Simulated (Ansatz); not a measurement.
# Cost of a DFT run on CoSi2

```yaml
crystal:
  lattice:
    - [0.0, 2.6825, 2.6825]
    - [2.6825, 0.0, 2.6825]
    - [2.6825, 2.6825, 0.0]
  atoms:
    - { symbol: Co, position: [0.0, 0.0, 0.0], spin: 2.0 }
    - { symbol: Si, position: [0.25, 0.25, 0.25] }
    - { symbol: Si, position: [0.75, 0.75, 0.75] }
magnetization:
  spin_polarized: true
kpoints:
  mp_grid: { grid: [15, 15, 15] }
scf:
  occupations: { method: fermi_dirac, width: 0.05 }
hamiltonian:
  xc: pbesol
  pseudopotentials: { kind: paw }
output:
  forces: true
  stress: true
  populations: true
  efg: { quadrupole_moments_barn: { Co: 0.42 }, contact_densities: true }
  write_density: true
  write_potential: true
  elf: true
  volumetric_format: npy
```

```sh
ansatz run input.yaml --threads 1 --pin off --max-ram 3072MiB --backend cpu --events-out ev --progress --plain --runs-dir out
```

It runs on 1 thread of Intel Xeon Platinum 8259CL CPU @ 2.50GHz (Skylake/Cascade Lake) (x86_64; 16 cores open to the job, memory cap 3.0 GiB, no GPU), a shared host with a load of 0.7 a core.

Q: Estimate the wall time and the peak memory.

A: About 19 s of wall time (19 s of CPU time) and 0.53 GiB. The run holds 25 valence electrons in 18 bands, about 749 plane waves a k-point and 120 irreducible k-points, and took 12 SCF iterations. Times on a shared host vary by tens of per cent.
